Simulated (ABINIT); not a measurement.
# ZnSe (Stilleite) (F-43m) in ABINIT: a series of runs

The runs below take ZnSe (Stilleite) through band structure, with r2SCAN.

All numbers are computed with ABINIT 10.8.3 (patched build); they aren't measurements. Logs are shortened: lines on timing, memory, paths and dates and some standing lists are left out, and cuts for length are marked. The log counts tension as positive stress, the text compression.

**Measured values to compare with.**

“Alloy Disordering Effects on the Thermal Conductivity and Energy Gap Temperature Dependence of Cd1−xZnxSe Ternary Crystals Grown by the Bridgman Method”, 2023, pmc:10253836 reports, for a bulk crystal of ZnSe at 300 K: band gap 2.695 ± 0.003 eV (an exciton energy, a little under the gap).

How close the calculation comes is told below.

## 1. Starting point

The structure is cubic, space group F-43m (No. 216). Conventional cell: a = 5.668 Å, b = 5.668 Å, c = 5.668 Å, α = 90.00°, β = 90.00°, γ = 90.00°. Se (site symmetry -43m) is surrounded by 4 Zn at 2.45 Å. Zn (site symmetry -43m) is surrounded by 4 Se at 2.45 Å.

## 2. Band structure, r2SCAN

run.abi reads:

```
# Datasets: ground state, then fixed potential
ndtset 2

# Pseudopotentials
pp_dirpath "./"
pseudos "Se.GGA_PBE-ansatz.xml, Zn.GGA_PBE-ansatz.xml"

# Structure
acell 3*1.0
rprim
     0.0000000000     5.3551058920     5.3551058920
     5.3551058920     0.0000000000     5.3551058920
     5.3551058920     5.3551058920     0.0000000000
ntypat 2
znucl 34 30
natom 2
typat 1 2
xred
     0.7500000000     0.7500000000     0.7500000000
     0.0000000000     0.0000000000     0.0000000000

# Plane-wave basis
ecut 489.804952 eV
pawecutdg 36.0
pawovlp 30

# Exchange and correlation
ixc -497498
usekden 1
pawxcdev 0

# Bands and occupations
occopt 3
tsmear 0.05 eV

# SCF cycle
nstep 100

# Output
iomode 3
prtwf 0
prteig 0
prtebands 0
prtden1 1
prtkden1 1

# Dataset 1
kptopt1 1
ngkpt1 6 6 6
nshiftk1 1
shiftk1 0.0 0.0 0.0
nband1 18
tolvrs1 1.0e-7

# Dataset 2: bands along G-X-W-K-G-L-U-W-L-K
iscf2 -2
getden2 1
getkden2 1
nband2 24
nbdbuf2 4
tolwfr2 1.0e-11
kptopt2 -9
ndivsm2 5
prteig2 1
prtvol2 -3
kptbounds2
     0.0000000000     0.0000000000     0.0000000000
     0.5000000000     0.0000000000     0.5000000000
     0.5000000000     0.2500000000     0.7500000000
     0.3750000000     0.3750000000     0.7500000000
     0.0000000000     0.0000000000     0.0000000000
     0.5000000000     0.5000000000     0.5000000000
     0.6250000000     0.2500000000     0.6250000000
     0.5000000000     0.2500000000     0.7500000000
     0.5000000000     0.5000000000     0.5000000000
     0.3750000000     0.3750000000     0.7500000000
```

Potentials or basis: Ansatz PAW PBE default generated set, frozen core.

On the command line:

```bash
$ mpirun --bind-to none -np 4 abinit run.abi > log 2>&1
```

run.abo:

```text
[... set-up lines left out ...]
 ETOT  1  -182.31926513472    -1.823E+02 1.100E+02 4.633E+00
 ETOT  2  -184.39557474336    -2.076E+00 1.231E+00 7.434E+00
 ETOT  3  -184.36881157510     2.676E-02 4.532E-01 2.354E+00
 ETOT  4  -184.36920334354    -3.918E-04 3.430E-02 1.053E+00
 ETOT  5  -184.36794808399     1.255E-03 1.327E-02 6.552E-01
 ETOT  6  -184.36626829089     1.680E-03 3.704E-03 1.639E-02
 ETOT  7  -184.36629475578    -2.646E-05 3.250E-03 1.386E-02
 ETOT  8  -184.36628492413     9.832E-06 1.609E-03 6.076E-03
 ETOT  9  -184.36627331046     1.161E-05 1.205E-03 7.389E-04
 ETOT 10  -184.36627088178     2.429E-06 5.167E-04 1.088E-04
 ETOT 11  -184.36627041928     4.625E-07 6.371E-04 2.906E-05
 ETOT 12  -184.36627029230     1.270E-07 2.789E-04 5.769E-07
 ETOT 13  -184.36627029626    -3.954E-09 3.324E-04 1.872E-07
 ETOT 14  -184.36627029675    -4.907E-10 1.493E-04 1.274E-07
 ETOT 15  -184.36627029665     9.746E-11 1.748E-04 3.735E-08

 At SCF step   15       nres2   =  3.74E-08 < tolvrs=  1.00E-07 =>converged.

Result for kinetic energy density :

--------------------------------------------------------------------------------
 Total kinetic energy density [Ha/Bohr^3]
)     Maximum=    2.9839E-01  at reduced coord.    0.9333    0.9778    0.9778
)     Minimum=    5.6549E-04  at reduced coord.    0.0000    0.0000    0.0000
   Integrated=    9.1715E+00
--------------------------------------------------------------------------------

 Cartesian components of stress tensor (hartree/bohr^3)
  sigma(1 1)=  3.46882675E-06  sigma(3 2)=  0.00000000E+00
  sigma(2 2)=  3.46882675E-06  sigma(3 1)=  0.00000000E+00
  sigma(3 3)=  3.46882675E-06  sigma(2 1)=  0.00000000E+00

--- !ResultsGS
iteration_state: {dtset: 1, }
comment   : Summary of ground state results
lattice_vectors:
- [  0.0000000,   5.3551059,   5.3551059, ]
- [  5.3551059,   0.0000000,   5.3551059, ]
- [  5.3551059,   5.3551059,   0.0000000, ]
lattice_lengths: [   7.57326,    7.57326,    7.57326, ]
lattice_angles: [ 60.000,  60.000,  60.000, ] # degrees, (23, 13, 12)
lattice_volume:   3.0713845E+02
convergence: {deltae:  9.746E-11, res2:  3.735E-08, residm:  1.748E-04, diffor: null, }
etotal    :  -1.84366270E+02
entropy   :   0.00000000E+00
fermie    :   8.46483239E-02
cartesian_stress_tensor: # hartree/bohr^3
- [  3.46882675E-06,   0.00000000E+00,   0.00000000E+00, ]
- [  0.00000000E+00,   3.46882675E-06,   0.00000000E+00, ]
[... 852 lines left out ...]
lattice_lengths: [   7.57326,    7.57326,    7.57326, ]
lattice_angles: [ 60.000,  60.000,  60.000, ] # degrees, (23, 13, 12)
lattice_volume:   3.0713845E+02
convergence: {deltae:  0.000E+00, res2:  0.000E+00, residm:  9.982E-12, diffor:  0.000E+00, }
etotal    :  -1.84366270E+02
entropy   :   0.00000000E+00
fermie    :   8.46483239E-02
cartesian_stress_tensor: null
pressure_GPa: null
xred      :
- [  7.5000E-01,   7.5000E-01,   7.5000E-01, Se]
- [  0.0000E+00,   0.0000E+00,   0.0000E+00, Zn]
cartesian_forces: null
force_length_stats: {min: null, max: null, mean: null, }
...

 Integrated electronic density in atomic spheres:
 ------------------------------------------------
 Atom  Sphere_radius  Integrated_density
    1        2.63806         15.31989045
    2        2.63806         11.48232595

================================================================================

 ----iterations are completed or convergence reached----

 Mean square residual over all n,k,spin=   42.257E-13; max=  99.821E-13
 reduced coordinates (array xred) for    2 atoms
       0.750000000000      0.750000000000      0.750000000000
       0.000000000000      0.000000000000      0.000000000000

 cartesian coordinates (angstrom) at end:
    1      4.25069999714445     4.25069999714445     4.25069999714445
    2      0.00000000000000     0.00000000000000     0.00000000000000
 length scales=  1.000000000000  1.000000000000  1.000000000000 bohr
              =  0.529177210544  0.529177210544  0.529177210544 angstroms
 Eigenvalues (hartree) for nkpt=  87  k points:
 kpt#   1, nband= 24, wtk=  1.00000, kpt=  0.0000  0.0000  0.0000 (reduced coord)
  -1.70183   -1.70183   -1.70183   -1.70161   -1.70161   -0.45442   -0.19688   -0.19688
  -0.19688   -0.18218   -0.18218    0.04948    0.04948    0.04948    0.11774    0.28173
   0.28173    0.28173    0.43868    0.49270    0.49270    0.55574    0.55574    0.55574
 kpt#   2, nband= 24, wtk=  1.00000, kpt=  0.0357  0.0000  0.0357 (reduced coord)
  -1.70183   -1.70183   -1.70183   -1.70161   -1.70161   -0.45399   -0.19690   -0.19678
  -0.19678   -0.18222   -0.18216    0.04341    0.04803    0.04803    0.12426    0.27870
   0.28396    0.28396    0.44324    0.48059    0.49339    0.55746    0.55746    0.56362
 kpt#   3, nband= 24, wtk=  1.00000, kpt=  0.0714  0.0000  0.0714 (reduced coord)
  -1.70183   -1.70183   -1.70183   -1.70161   -1.70161   -0.45271   -0.19696   -0.19650
  -0.19650   -0.18233   -0.18209    0.02950    0.04388    0.04388    0.13944    0.27059
   0.29043    0.29043    0.45150    0.46079    0.49546    0.56262    0.56262    0.57653
 kpt#   4, nband= 24, wtk=  1.00000, kpt=  0.1071  0.0000  0.1071 (reduced coord)
  -1.70183   -1.70183   -1.70183   -1.70161   -1.70161   -0.45062   -0.19705   -0.19603
  -0.19603   -0.18249   -0.18198    0.01278    0.03755    0.03755    0.15782    0.25942
   0.30064    0.30064    0.42860    0.47695    0.49890    0.57121    0.57121    0.58816
 kpt#   5, nband= 24, wtk=  1.00000, kpt=  0.1429  0.0000  0.1429 (reduced coord)
[... 317 lines left out ...]
  -0.18395   -0.18165   -0.17395   -0.12943   -0.05224   -0.00487    0.20774    0.28931
   0.36619    0.36803    0.45149    0.50951    0.59247    0.64425    0.69687    0.76408
 kpt#  85, nband= 24, wtk=  1.00000, kpt=  0.4028  0.4028  0.6944 (reduced coord)
  -1.70183   -1.70182   -1.70182   -1.70161   -1.70161   -0.41670   -0.19291   -0.18983
  -0.18431   -0.18161   -0.17324   -0.12649   -0.06161   -0.00981    0.20416    0.29082
   0.37296    0.38403    0.43919    0.50611    0.62397    0.65884    0.70881    0.75058
 kpt#  86, nband= 24, wtk=  1.00000, kpt=  0.3889  0.3889  0.7222 (reduced coord)
  -1.70183   -1.70182   -1.70182   -1.70162   -1.70161   -0.41557   -0.19295   -0.18923
  -0.18468   -0.18151   -0.17260   -0.12512   -0.06639   -0.01419    0.19984    0.28372
   0.38866    0.40054    0.42920    0.50723    0.64484    0.68088    0.71290    0.73269
 kpt#  87, nband= 24, wtk=  1.00000, kpt=  0.3750  0.3750  0.7500 (reduced coord)
  -1.70183   -1.70182   -1.70182   -1.70162   -1.70161   -0.41490   -0.19306   -0.18879
  -0.18512   -0.18136   -0.17234   -0.12511   -0.06614   -0.01774    0.19603    0.27186
   0.40386    0.41344    0.42783    0.51473    0.64562    0.70459    0.71118    0.71717

== END DATASET(S) ==============================================================
================================================================================

 -outvars: echo values of variables after computation  --------
            acell      1.0000000000E+00  1.0000000000E+00  1.0000000000E+00 Bohr
           etotal1    -1.8436627030E+02
            fcart1    -1.0056365934E-28 -1.0056365934E-28  3.0169097801E-28
                       1.0056365934E-28  1.0056365934E-28 -3.0169097801E-28
            rprim      0.0000000000E+00  5.3551058920E+00  5.3551058920E+00
                       5.3551058920E+00  0.0000000000E+00  5.3551058920E+00
                       5.3551058920E+00  5.3551058920E+00  0.0000000000E+00
           strten1     3.4688267457E-06  3.4688267457E-06  3.4688267457E-06
                       0.0000000000E+00  0.0000000000E+00  0.0000000000E+00
           xangst      4.2506999971E+00  4.2506999971E+00  4.2506999971E+00
                       0.0000000000E+00  0.0000000000E+00  0.0000000000E+00
             xred      7.5000000000E-01  7.5000000000E-01  7.5000000000E-01
                       0.0000000000E+00  0.0000000000E+00  0.0000000000E+00
 Calculation completed.
```

Run time: 90 s. Hardware: 4 MPI ranks of Arm Neoverse V2, shared host; peak memory 0.92 GiB.

Results:

```yaml
Free_energy: -5016.8618 eV
Pressure: -0.1 GPa
Band_gap_on_the_k_mesh: 1.86 eV, direct
Band_gap_along_the_path: 1.86 eV, direct
```

Levels at the corners of the path, in eV from the valence-band top:
```tsv
point	band 11	band 12	band 13	band 14	band 15	band 16	band 17	band 18
Γ	-6.30	0.00	0.00	0.00	1.86	6.32	6.32	6.32
X	-6.12	-4.79	-2.23	-2.23	3.34	3.87	11.49	12.07
W	-6.00	-4.71	-2.82	-2.70	5.83	6.07	7.59	8.22
K	-6.04	-4.75	-3.15	-1.83	3.99	6.05	9.64	9.90
Γ	-6.30	0.00	0.00	0.00	1.86	6.32	6.32	6.32
L	-6.14	-5.30	-0.88	-0.88	3.05	6.87	6.87	9.07
U	-6.04	-4.75	-3.15	-1.83	3.99	6.05	9.64	9.90
W	-6.00	-4.71	-2.82	-2.70	5.83	6.07	7.59	8.22
L	-6.14	-5.30	-0.88	-0.88	3.05	6.87	6.87	9.07
K	-6.04	-4.75	-3.15	-1.83	3.99	6.05	9.64	9.90
```

Caveat: the PAW data sets were made with another functional, which shifts forces and pressure a little; the atomic spheres overlap.

[end of part 1 of 2]
